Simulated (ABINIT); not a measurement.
# Cu (I4/mmm) in ABINIT: equation of state

Aim: energy against volume of Cu in PBE, for its equilibrium volume and stiffness.

All numbers are computed with ABINIT 10.8.3 (patched build); they aren't measurements. Logs are shortened: lines on timing, memory, paths and dates and some standing lists are left out, and cuts for length are marked. The log counts tension as positive stress, the text compression.

### 1 Starting point

It takes space group I4/mmm (No. 139, tetragonal). The conventional cell has a = 2.886 Å, b = 2.886 Å, c = 2.752 Å, α = 90.00°, β = 90.00°, γ = 90.00°. Cu (site symmetry 4/mmm) has 10 Cu at 2.46 to 2.75 Å as nearest neighbours.

This isn't the form of Cu at room conditions, which is fcc.

### 2 Equation of state, PBE

run.abi

```
# Datasets: one volume each
ndtset 7
getwfk -1
scalecart1 3*0.9795861087
scalecart2 3*0.9864848297
scalecart3 3*0.9932883884
scalecart4 3*1.0000000000
scalecart5 3*1.0066227096
scalecart6 3*1.0131594038
scalecart7 3*1.0196128224

# Pseudopotentials
pp_dirpath "./"
pseudos "Cu.GGA_PBE-JTH.xml"

# Structure
acell 3*1.0
rprim
    -2.7264842292     2.7264842292     2.6004170657
     2.7264842292    -2.7264842292     2.6004170657
     2.7264842292     2.7264842292    -2.6004170657
ntypat 1
znucl 29
natom 1
typat 1
xred
     0.0000000000     0.0000000000     0.0000000000

# Plane-wave basis
ecut 26.0
pawecutdg 48.0

# k points
kptopt 1
ngkpt 13 13 13
nshiftk 1
shiftk 0.0 0.0 0.0

# Exchange and correlation
ixc 11

# Bands and occupations
nband 14
occopt 3
tsmear 0.05 eV

# SCF cycle
nstep 100
tolvrs 1.0e-9

# Output
iomode 3
prtwf 1
prtden 0
prteig 0
prtebands 0
enunit 1
```

Potentials or basis: JTH PAW PBE v2.0.

Started as:

```sh
$ abinit run.abi > log 2>&1
```

run.abo:

```text
.Version 10.8.3 of ABINIT
 DATASET    1 : space group I4/m m m (#139); Bravais tI (body-center tetrag.)
================================================================================
 Values of the parameters that define the memory need for DATASET  1.
     intxc =       0    ionmov =       0      iscf =      17    lmnmax =      18
     lnmax =       6     mgfft =      24  mpssoang =       3    mqgrid =    3001
     natom =       1  nloc_mem =       2    nspden =       1   nspinor =       1
    nsppol =       1      nsym =      16    n1xccc =       1    ntypat =       1
    occopt =       3   xclevel =       2
       mpw =         474          nfft =       13824          nkpt =         196
 PAW method is used; the additional fine FFT grid is defined by:
   mgfftf=        30    nfftf =     27000
================================================================================
================================================================================

 DATASET    2 : space group I4/m m m (#139); Bravais tI (body-center tetrag.)
================================================================================
 Values of the parameters that define the memory need for DATASET  2.
     intxc =       0    ionmov =       0      iscf =      17    lmnmax =      18
     lnmax =       6     mgfft =      24  mpssoang =       3    mqgrid =    3001
     natom =       1  nloc_mem =       2    nspden =       1   nspinor =       1
    nsppol =       1      nsym =      16    n1xccc =       1    ntypat =       1
    occopt =       3   xclevel =       2
       mpw =         482          nfft =       13824          nkpt =         196
 PAW method is used; the additional fine FFT grid is defined by:
   mgfftf=        30    nfftf =     27000
================================================================================
================================================================================
[... 57 lines left out ...]
 DATASET    7 : space group I4/m m m (#139); Bravais tI (body-center tetrag.)
================================================================================
 Values of the parameters that define the memory need for DATASET  7.
     intxc =       0    ionmov =       0      iscf =      17    lmnmax =      18
     lnmax =       6     mgfft =      24  mpssoang =       3    mqgrid =    3001
     natom =       1  nloc_mem =       2    nspden =       1   nspinor =       1
    nsppol =       1      nsym =      16    n1xccc =       1    ntypat =       1
    occopt =       3   xclevel =       2
       mpw =         531          nfft =       13824          nkpt =         196
 PAW method is used; the additional fine FFT grid is defined by:
   mgfftf=        30    nfftf =     27000
================================================================================
================================================================================

--------------------------------------------------------------------------------
------------- Echo of variables that govern the present computation ------------
--------------------------------------------------------------------------------
 -outvars: echo values of preprocessed input variables --------
            acell      1.0000000000E+00  1.0000000000E+00  1.0000000000E+00 Bohr
              amu      6.35460000E+01
             ecut      2.60000000E+01 Hartree
           enunit           1
           getwfk          -1
                       outvar_i_n : Printing only first  50 k-points.
              ixc          11
           jdtset        1    2    3    4    5    6    7
                       outvar_i_n : Printing only first  50 k-points.
         kptrlatt       13    0    0      0   13    0      0    0   13
          kptrlen1     5.92257035E+01
          kptrlen2     5.96427997E+01
          kptrlen3     6.00541424E+01
          kptrlen4     6.04599259E+01
          kptrlen5     6.08603344E+01
          kptrlen6     6.12555425E+01
          kptrlen7     6.16457157E+01
            natom           1
            nband          14
           ndtset           7
            ngfft          24      24      24
          ngfftdg          30      30      30
             nkpt         196
            nstep         100
             nsym          16
           ntypat           1
                       prtocc : prtvol=0, do not print more k-points.
           occopt           3
        pawecutdg      4.80000000E+01 Hartree
         pawxcdev           0
           prtden           0
        prtebands           0
           prteig           0
            rprim1    -2.6708260765E+00  2.6708260765E+00  2.5473324344E+00
                       2.6708260765E+00 -2.6708260765E+00  2.5473324344E+00
                       2.6708260765E+00  2.6708260765E+00 -2.5473324344E+00
            rprim2    -2.6896353305E+00  2.6896353305E+00  2.5652719862E+00
                       2.6896353305E+00 -2.6896353305E+00  2.5652719862E+00
                       2.6896353305E+00  2.6896353305E+00 -2.5652719862E+00
            rprim3    -2.7081851260E+00  2.7081851260E+00  2.5829640764E+00
                       2.7081851260E+00 -2.7081851260E+00  2.5829640764E+00
                       2.7081851260E+00  2.7081851260E+00 -2.5829640764E+00
            rprim4    -2.7264842292E+00  2.7264842292E+00  2.6004170657E+00
                       2.7264842292E+00 -2.7264842292E+00  2.6004170657E+00
                       2.7264842292E+00  2.7264842292E+00 -2.6004170657E+00
            rprim5    -2.7445409425E+00  2.7445409425E+00  2.6176388728E+00
                       2.7445409425E+00 -2.7445409425E+00  2.6176388728E+00
                       2.7445409425E+00  2.7445409425E+00 -2.6176388728E+00
            rprim6    -2.7623631361E+00  2.7623631361E+00  2.6346370039E+00
                       2.7623631361E+00 -2.7623631361E+00  2.6346370039E+00
                       2.7623631361E+00  2.7623631361E+00 -2.6346370039E+00
            rprim7    -2.7799582802E+00  2.7799582802E+00  2.6514185838E+00
                       2.7799582802E+00 -2.7799582802E+00  2.6514185838E+00
                       2.7799582802E+00  2.7799582802E+00 -2.6514185838E+00
          spgroup         139
           tolvrs      1.00000000E-09
           tsmear      1.83746611E-03 Hartree
            typat      1
           useylm           1
                       outvars : Printing only first  50 k-points.
            znucl       29.00000

================================================================================

 chkinp: Checking input parameters for consistency, jdtset=   1.

 chkinp: Checking input parameters for consistency, jdtset=   2.

 chkinp: Checking input parameters for consistency, jdtset=   3.

 chkinp: Checking input parameters for consistency, jdtset=   4.

 chkinp: Checking input parameters for consistency, jdtset=   5.

 chkinp: Checking input parameters for consistency, jdtset=   6.

 chkinp: Checking input parameters for consistency, jdtset=   7.

================================================================================
== DATASET  1 ==================================================================
[... 22 lines left out ...]
 getcut: wavevector=  0.0000  0.0000  0.0000  ngfft=  24  24  24
         ecut(hartree)=     26.000   => boxcut(ratio)=   2.29734

 getcut : COMMENT -
  Note that boxcut > 2.2 ; recall that boxcut=Gcut(box)/Gcut(sphere) = 2
  is sufficient for exact treatment of convolution.
  Such a large boxcut is a waste : you could raise ecut
  e.g. ecut=   34.305477 Hartrees makes boxcut=2

 Fine grid specifications (used for densities):

 getcut: wavevector=  0.0000  0.0000  0.0000  ngfft=  30  30  30
         ecut(hartree)=     48.000   => boxcut(ratio)=   2.11349

--- Pseudopotential description ------------------------------------------------
- pspini: atom type   1  psp file is ./Cu.GGA_PBE-JTH.xml
 Pseudopotential format is: paw10
 basis_size (lnmax)=  6 (lmn_size= 18), orbitals=   0   0   1   1   2   2
 Spheres core radius: rc_sph= 2.00090475
 Shapefunction is SIN type: shapef(r)=[sin(pi*r/rshp)/(pi*r/rshp)]**2
 Radius for shape functions =  1.80603571
 Compensation charge density is not taken into account in XC energy/potential

   7.07019918E+02                                ecore*ucvol(ha*bohr**3)
--------------------------------------------------------------------------------

[... 7 lines left out ...]

     iter   Etot(hartree)      deltaE(h)  residm     nres2
 ETOT  1  -194.29346297545    -1.943E+02 5.737E+01 1.796E+01
 ETOT  2  -198.28633958709    -3.993E+00 2.879E-01 1.370E+02
 ETOT  3  -198.04587194226     2.405E-01 9.869E-02 2.826E+01
 ETOT  4  -197.96616868202     7.970E-02 3.670E-02 1.431E+00
 ETOT  5  -197.96263794414     3.531E-03 6.936E-02 5.879E-01
 ETOT  6  -197.96152925839     1.109E-03 1.561E-02 3.413E-01
 ETOT  7  -197.96020492022     1.324E-03 3.424E-03 1.892E-02
 ETOT  8  -197.96020908888    -4.169E-06 1.679E-03 1.840E-02
 ETOT  9  -197.96013123399     7.785E-05 1.541E-03 1.675E-04
 ETOT 10  -197.96013091534     3.187E-07 6.648E-04 6.213E-06
 ETOT 11  -197.96013091115     4.190E-09 5.006E-04 3.557E-06
 ETOT 12  -197.96013091057     5.864E-10 3.839E-04 9.545E-07
 ETOT 13  -197.96013091126    -6.940E-10 1.448E-04 9.521E-07
 ETOT 14  -197.96013091216    -9.013E-10 3.581E-04 3.670E-07
 ETOT 15  -197.96013091258    -4.216E-10 5.810E-05 1.565E-08
 ETOT 16  -197.96013091263    -4.673E-11 3.359E-04 1.780E-09
 ETOT 17  -197.96013091263     1.336E-12 5.264E-05 2.549E-11
[... 1196 lines left out ...]
--- !EnergyTermsWithPAWCore
iteration_state     : {dtset: 7, }
comment             : 'Components of total free energy, including PAW core contributions'
Total energy        : -1.65498580842091E+03
Total energy DC     : -1.65498581639582E+03
Total energy (eV)   : -4.50344580645584E+04
Total energy DC (eV): -4.50344582815669E+04
...

 Cartesian components of stress tensor (hartree/bohr^3)
  sigma(1 1)=  4.94063006E-05  sigma(3 2)=  0.00000000E+00
  sigma(2 2)=  4.94063006E-05  sigma(3 1)=  0.00000000E+00
  sigma(3 3)=  6.61544730E-05  sigma(2 1)=  0.00000000E+00

-Cartesian components of stress tensor (GPa)         [Pressure= -1.6178E+00 GPa]
- sigma(1 1)=  1.45358355E+00  sigma(3 2)=  0.00000000E+00
- sigma(2 2)=  1.45358355E+00  sigma(3 1)=  0.00000000E+00
- sigma(3 3)=  1.94633179E+00  sigma(2 1)=  0.00000000E+00

== END DATASET(S) ==============================================================
================================================================================

 -outvars: echo values of variables after computation  --------
            acell      1.0000000000E+00  1.0000000000E+00  1.0000000000E+00 Bohr
           etotal1    -1.9796013091E+02
           etotal2    -1.9796104951E+02
           etotal3    -1.9796173586E+02
           etotal4    -1.9796221528E+02
           etotal5    -1.9796250888E+02
           etotal6    -1.9796263905E+02
           etotal7    -1.9796262426E+02
            fcart1    -0.0000000000E+00 -0.0000000000E+00 -0.0000000000E+00
            fcart2    -0.0000000000E+00 -0.0000000000E+00 -0.0000000000E+00
            fcart3    -0.0000000000E+00 -0.0000000000E+00 -0.0000000000E+00
            fcart4    -0.0000000000E+00 -0.0000000000E+00 -0.0000000000E+00
            fcart5    -0.0000000000E+00 -0.0000000000E+00 -0.0000000000E+00
            fcart6    -0.0000000000E+00 -0.0000000000E+00 -0.0000000000E+00
            fcart7    -0.0000000000E+00 -0.0000000000E+00 -0.0000000000E+00
            rprim1    -2.6708260765E+00  2.6708260765E+00  2.5473324344E+00
                       2.6708260765E+00 -2.6708260765E+00  2.5473324344E+00
                       2.6708260765E+00  2.6708260765E+00 -2.5473324344E+00
            rprim2    -2.6896353305E+00  2.6896353305E+00  2.5652719862E+00
                       2.6896353305E+00 -2.6896353305E+00  2.5652719862E+00
                       2.6896353305E+00  2.6896353305E+00 -2.5652719862E+00
            rprim3    -2.7081851260E+00  2.7081851260E+00  2.5829640764E+00
                       2.7081851260E+00 -2.7081851260E+00  2.5829640764E+00
                       2.7081851260E+00  2.7081851260E+00 -2.5829640764E+00
            rprim4    -2.7264842292E+00  2.7264842292E+00  2.6004170657E+00
                       2.7264842292E+00 -2.7264842292E+00  2.6004170657E+00
                       2.7264842292E+00  2.7264842292E+00 -2.6004170657E+00
            rprim5    -2.7445409425E+00  2.7445409425E+00  2.6176388728E+00
                       2.7445409425E+00 -2.7445409425E+00  2.6176388728E+00
                       2.7445409425E+00  2.7445409425E+00 -2.6176388728E+00
            rprim6    -2.7623631361E+00  2.7623631361E+00  2.6346370039E+00
                       2.7623631361E+00 -2.7623631361E+00  2.6346370039E+00
                       2.7623631361E+00  2.7623631361E+00 -2.6346370039E+00
            rprim7    -2.7799582802E+00  2.7799582802E+00  2.6514185838E+00
                       2.7799582802E+00 -2.7799582802E+00  2.6514185838E+00
                       2.7799582802E+00  2.7799582802E+00 -2.6514185838E+00
           strten1    -6.6344713949E-04 -6.6344713949E-04 -6.8979089868E-04
                       0.0000000000E+00  0.0000000000E+00  0.0000000000E+00
           strten2    -5.0785242871E-04 -5.0785242871E-04 -5.2589818961E-04
                       0.0000000000E+00  0.0000000000E+00  0.0000000000E+00
           strten3    -3.6888211098E-04 -3.6888211098E-04 -3.7830000684E-04
                       0.0000000000E+00  0.0000000000E+00  0.0000000000E+00
           strten4    -2.4432732962E-04 -2.4432732962E-04 -2.4677569180E-04
                       0.0000000000E+00  0.0000000000E+00  0.0000000000E+00
           strten5    -1.3383053514E-04 -1.3383053514E-04 -1.3059107498E-04
                       0.0000000000E+00  0.0000000000E+00  0.0000000000E+00
           strten6    -3.6597969220E-05 -3.6597969220E-05 -2.5890030216E-05
                       0.0000000000E+00  0.0000000000E+00  0.0000000000E+00
           strten7     4.9406300562E-05  4.9406300562E-05  6.6154472965E-05
                       0.0000000000E+00  0.0000000000E+00  0.0000000000E+00
 Calculation completed.
```

It took 5.1 min on 1 thread of Arm Neoverse V1, shared host; peak memory 0.17 GiB.

What came out:

| Property | Result |
| --- | --- |
| Equilibrium volume | 12.00 Å³/atom |
| Bulk modulus at fixed shape and positions | 139 GPa |
| Pressure derivative of the bulk modulus | 5.1 |

Energy against volume, from the lowest point:
```csv
volume (Å³/atom),energy (meV/atom)
10.771,68.25
11.000,43.25
11.229,24.58
11.458,11.53
11.687,3.54
11.916,0.00
12.146,0.40
```

Caveat: pressures at fixed basis lie under the slope of the energies; the cell was scaled at fixed shape and fractional positions, which overstates the stiffness of a crystal with free parameters, most of all of layers and chains.
